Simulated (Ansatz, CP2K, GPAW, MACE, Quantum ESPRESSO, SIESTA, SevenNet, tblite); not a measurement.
## Bare YIn3 nanowire along [111] (31 atoms): runs against a plane-wave reference

The cell holds 31 atoms: 24 In and 7 Y. Its edges and angles: a = 21.758 Å, b = 21.390 Å, c = 7.967 Å, α = 90.0°, β = 90.0°, γ = 90.0°. It derives from YIn3 (Cu3Au-type). Round section of size parameter 5.53 Å cut from Cu3Au-type YIn3 (cell 4.6, 4.6, 4.6, 90, 90, 90) along [111], 1 period, 12 Å of vacuum; not relaxed, displaced by a Gaussian of 0.02 Å. Then every atom was moved at random, 0.05 Å r.m.s. a Cartesian component. Vacuum lies along a and b. The structure repeats along c.

Geometry: as built.

The reference, a calculation:

| Item | Value |
| --- | --- |
| method | Kohn-Sham DFT, PBE, SSSP efficiency 1.3.0 pseudopotentials, plane waves (Quantum ESPRESSO 7.5); sssp-pbe-1.3.0-efficiency, cutoffs 45/360 Ry, Γ point |
| r.m.s. force component | 0.2846 eV/Å |
| longest force | 1.106 eV/Å |
| time | 6.1 min on 4 MPI ranks of Arm Neoverse V2, shared host |
| CPU time | 25 min |

Runs, in no order:
A. QE PBE, sssp-1.3.0-efficiency, 30/240 Ry: Kohn-Sham DFT, PBE, SSSP efficiency 1.3.0 pseudopotentials, plane waves
B. MACE MP-0b3 medium potential: machine-learned interatomic potential MACE MP-0b3 medium, trained on PBE(+U) plane-wave data
C. CP2K PBE+D3(BJ), DZVP-UZH, 350/50 Ry, diagonalisation: Kohn-Sham DFT, PBE+D3(BJ), GTH-PBE pseudopotentials, Gaussian and plane waves, DZVP-MOLOPT (UZH set), diagonalisation
D. SIESTA PBE, TZP, shift 0.01 Ry, mesh 300 Ry: Kohn-Sham DFT, PBE, PseudoDojo 0.4.1 norm-conserving pseudopotentials (converted to PSML), numerical atomic orbitals (TZP), diagonalisation
E. CP2K PBE, TZVP-MOLOPT (SR for In, Y), 350/50 Ry, diagonalisation: Kohn-Sham DFT, PBE, GTH-PBE pseudopotentials, Gaussian and plane waves, TZVP-MOLOPT-GTH, diagonalisation

**Question.** Rank the runs by how far their forces lie from the reference's, least first.

A, E, C, D, B.

```csv
run,"Δ force, r.m.s. (meV/Å)",share of r.m.s. force (%),CPU time
"A. QE PBE, sssp-1.3.0-efficiency, 30/240 Ry",9.75,3.43,12 min
"E. CP2K PBE, TZVP-MOLOPT (SR for In, Y), 350/50 Ry, diagonalisation",15.7,5.52,6.4 min
"C. CP2K PBE+D3(BJ), DZVP-UZH, 350/50 Ry, diagonalisation",35.1,12.3,7 min
"D. SIESTA PBE, TZP, shift 0.01 Ry, mesh 300 Ry",76.4,26.9,6.1 min
B. MACE MP-0b3 medium potential,126,44.2,6.6 s
```

The electron count is odd in these runs, and they have no spin polarisation, so the unpaired electron is spread evenly over both spins. Machine-learned potentials mimic data converged in k, so the reference's own k-point error enters their differences. The electronic-structure runs sample only Γ, in a cell whose periodic width is 8 Å, which is coarse for a cell with partly filled levels.

[Logs are printed without paths, hosts, clocks, repeated set-up lines and the standing remarks that a program may print on its own settings, such as how far it seeks lower states.]

[Hosts, paths, dates, database ids (printed as entryN), source tags and the programs' standing remarks are cut or masked in the printed files.]
